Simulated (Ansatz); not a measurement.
# HC8F: the cost of one run

Computed with Ansatz 0.2.0 (DFT PBE+D3(BJ), scalar-relativistic, plane waves, PAW, unless a step's input says otherwise).

11 further runs of the same task are left out: 11 set aside as unsound or not needed. Runs told in other sessions of the task aren't counted.

## (1) The system as given

Symmetry: Cm, No. 8, monoclinic system. The conventional cell has a = 8.541 Å, b = 4.931 Å, c = 18.000 Å, α = 90.00°, β = 90.00°, γ = 90.00°. Around C (site symmetry m) lie 1 F at 1.21 Å and 1 H at 1.21 Å. Around C (site symmetry 1) lie 3 C at 1.42 Å. C (site symmetry m) is surrounded by 3 C at 1.42 Å. Around C (site symmetry m) lie 3 C at 1.42 Å and 1 F at 1.47 Å. Around F (site symmetry m) lie 1 H at 0.93 Å and 1 C at 1.21 Å. H (site symmetry m) is surrounded by 1 F at 0.93 Å and 1 C at 1.21 Å.

Structure file:

```xyz
10
Lattice="4.9313 0.0000 0.0000 -2.4657 4.2706 0.0000 0.0000 0.0000 18.0000" Properties=species:S:1:pos:R:3 pbc="T T T"
C     1.2328    0.7118    4.0000
C     0.0000    2.8471    4.0000
C     3.6985    0.7118    4.0000
C     2.4657    2.8471    4.0000
C     0.0000    1.4235    4.0000
C    -1.2328    3.5589    4.0000
C     2.4657    1.4235    4.0000
C     1.2328    3.5589    4.0000
F     0.8301    0.9443    5.1200
H     1.6355    0.4793    5.1200
```

This is the geometry of the first run shown, built on a cell relaxed beforehand with the same method.

## (2) What is varied

Atoms count from 1 in the order of the input.

HF lies flat over one site of a rigid substrate while its bond length and height are varied.

- distance F9-H10: 8 values from 0.830 to 2.830 Å
- height of the HF axis above the plane of C1: 8 values from 0.80 to 3.60 Å

Nothing else is relaxed. Points are written as (first, second).

## (3) Grid point (0.930 Å, 1.12 Å)

A dipole layer in the vacuum cancels the field that periodic copies would set up if the slab's two faces differ.

The input, input.yaml:

```yaml
crystal:
  lattice:
    - [4.9313048826, -1.0e-10, 0.0]
    - [-2.4656524413, 4.2706353022, 0.0]
    - [0.0, 0.0, 18.0000331944]
  atoms:
    - { symbol: C, position: [0.3333333333, 0.1666666667, 0.2222236565] }
    - { symbol: C, position: [0.3333333333, 0.6666666667, 0.2222236565] }
    - { symbol: C, position: [0.8333333333, 0.1666666667, 0.2222236565] }
    - { symbol: C, position: [0.8333333333, 0.6666666667, 0.2222236565] }
    - { symbol: C, position: [0.1666666667, 0.3333333333, 0.2222218124] }
    - { symbol: C, position: [0.1666666667, 0.8333333333, 0.2222218124] }
    - { symbol: C, position: [0.6666666667, 0.3333333333, 0.2222218124] }
    - { symbol: C, position: [0.6666666667, 0.8333333333, 0.2222218124] }
    - { symbol: F, position: [0.2788917846, 0.2211082154, 0.284445764] }
    - { symbol: H, position: [0.3877748821, 0.1122251179, 0.284445764] }
basis:
  ecutwfc: 420
kpoints:
  mp_grid: { grid: [6, 6, 1] }
hamiltonian:
  xc: pbe
  pseudopotentials: { kind: paw, azcp: { folder: soft_1 } }
  dispersion: d3bj
scf:
  occupations: { method: gaussian, width: 0.1 }
output:
  forces: true
  eigenvalues: true
efield:
  axis: 3
  dipole_correction: true
  ramp_width: 0.04
```

The run is started by

```console
$ ansatz run input.yaml --threads 1 --pin off --max-ram 3072MiB --backend cpu --events-out ev --progress --plain --runs-dir out
```

**Question.** How long does this run take on 1 thread of Intel Xeon 6975P-C (Granite Rapids), shared host, and how much memory does it need?

About 8.4 s, with a peak of 0.56 GiB.
